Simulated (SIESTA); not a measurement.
V in SIESTA: the effect of basis

The system is V.

```
CELL_PARAMETERS angstrom
-1.51435 1.51435 1.51435
1.51435 -1.51435 1.51435
1.51435 1.51435 -1.51435
ATOMIC_POSITIONS crystal
V 0.00000 0.00000 0.00000
```

Alike in all runs:

| Quantity | Value |
| --- | --- |
| Program | SIESTA 5.4.2 |
| Task | band structure |
| Functional | PBE |
| Potentials or basis | PseudoDojo 0.4 standard (PBE files) |
| Grid cutoff | 800 Ry |
| Energy shift | 0.003 Ry |
| k mesh | 12 × 12 × 12 |
| Occupations | fermi-dirac, width 0.05 eV |
| Spin | collinear spin, ferromagnetic start |
| Starting moments | [2.0] μB |

```csv
basis,pressure (GPa)
SZ,?
SZP,0.4
DZ,-8.1
```

Q: What does the run with basis SZ give?

A: Pressure -12.7 GPa.

Caveats: the basis of atomic orbitals isn't converged, which shifts pressures, moduli and gaps; the basis has no polarisation orbitals (some runs).
